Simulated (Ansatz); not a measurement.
# Bi2Te3: response to strain

Aim: deform Bi2Te3 (equal xy, yz and zx engineering shear strains of -1 %) and compute stress, forces and field gradients with LAPW, PAW and all-electron datasets made for the crystal.

Method: DFT PBEsol, scalar-relativistic, in Ansatz 0.2.0.

**1. Starting point**

The structure is trigonal, space group R-3m (No. 166). Conventional cell: a = 4.386 Å, b = 4.386 Å, c = 30.497 Å, α = 90.00°, β = 90.00°, γ = 120.00°. Around Bi (site symmetry 3m) lie 6 Te at 3.07 to 3.25 Å. Te (site symmetry -3m) has 6 Bi at 3.25 Å as nearest neighbours. Around Te (site symmetry 3m) lie 3 Bi at 3.07 Å.

Structure file:

```
CELL_PARAMETERS angstrom
2.19300 1.26613 10.16567
-2.19300 1.26613 10.16567
0.00000 -2.53226 10.16567
ATOMIC_POSITIONS crystal
Bi 0.40000 0.40000 0.40000
Bi 0.60000 0.60000 0.60000
Te 0.00000 0.00000 0.00000
Te 0.20950 0.20950 0.20950
Te 0.79050 0.79050 0.79050
```

Atoms are numbered in the order of the input: Bi1, Bi2, Te3, Te4, Te5.

**2. After the deformation**

Space group R-3m before, P-1 after.

**3. Full-potential LAPW**

Input file input.yaml:

```yaml
crystal:
  lattice:
    - [2.1358415611, 1.2043361099, 10.1483743499]
    - [-2.2501595557, 1.2262661155, 10.1703043555]
    - [-0.0381670554, -2.5830872754, 10.1783312946]
  atoms:
    - { symbol: Bi, position: [0.4, 0.4, 0.4] }
    - { symbol: Bi, position: [0.6, 0.6, 0.6] }
    - { symbol: Te, position: [0.0, 0.0, 0.0] }
    - { symbol: Te, position: [0.2095, 0.2095, 0.2095] }
    - { symbol: Te, position: [0.7905, 0.7905, 0.7905] }
kpoints:
  mp_grid: { grid: [7, 7, 7] }
  band_path:
    path:
      - [0.0, 0.0, 0.0]
      - [0.0, 0.0, -0.5]
      - [0.5, 0.5, 0.5]
      - [0.0, 0.0, 0.0]
      - [0.0, -0.5, 0.0]
      - [0.5, 0.0, 0.0]
      - [0.0, 0.0, 0.0]
      - [0.5, 0.0, 0.5]
      - [0.0, -0.5, -0.5]
    npoints: 5
scf:
  occupations: { method: fermi_dirac, width: 0.08 }
hamiltonian:
  xc: pbesol
  pseudopotentials: { kind: all_electron, lapw: { basis_error: 0.001 } }
output:
  forces: true
  stress: true
  eigenvalues: true
```

On the command line:

```sh
ansatz run input.yaml --threads 2 --pin off --max-ram 8192MiB --backend cpu --events-out ev --progress --plain --runs-dir out
```

**4. PAW with frozen cores**

input.yaml, as its differences from that of step 3:

```diff
@@ -13,14 +13,2 @@
   mp_grid: { grid: [7, 7, 7] }
-  band_path:
-    path:
-      - [0.0, 0.0, 0.0]
-      - [0.0, 0.0, -0.5]
-      - [0.5, 0.5, 0.5]
-      - [0.0, 0.0, 0.0]
-      - [0.0, -0.5, 0.0]
-      - [0.5, 0.0, 0.0]
-      - [0.0, 0.0, 0.0]
-      - [0.5, 0.0, 0.5]
-      - [0.0, -0.5, -0.5]
-    npoints: 5
 scf:
@@ -29,3 +17,3 @@
   xc: pbesol
-  pseudopotentials: { kind: all_electron, lapw: { basis_error: 0.001 } }
+  pseudopotentials: { kind: paw }
 output:
@@ -34 +22,2 @@
   eigenvalues: true
+  efg: { contact_densities: true }
```

**5. All-electron PAW on datasets made for the crystal**

input.yaml, as its differences from that of step 4:

```diff
@@ -17,3 +17,3 @@
   xc: pbesol
-  pseudopotentials: { kind: paw }
+  pseudopotentials: { kind: all_electron, datasets: crystal }
 output:
```

(Steps that only read results are left out.)

Q: Predict the outcome of this session. Wanted: pressure; largest shear or deviatoric stress.

**Answer**, as computed:

| quantity | value |
| --- | --- |
| pressure | LAPW -0.57, PAW -0.59, crystal datasets -0.57 GPa |
| largest shear or deviatoric stress (LAPW) | 0.54 GPa |

**Reading.** The largest part of the stress beyond the pressure is 0.54 GPa in size, in the yz component; the atoms are carried along and not relaxed. No run of the undeformed cell stands beside it, so the pressure holds what the given cell had before the change. PAW: stress within 0.02 GPa of LAPW, forces within 2 meV/Å. Crystal datasets: stress within 0.01 GPa of LAPW, forces within 1 meV/Å. Spin-orbit coupling is left out, though the cell holds Bi; in elements this heavy it can shift bands and gaps by tenths of an eV.
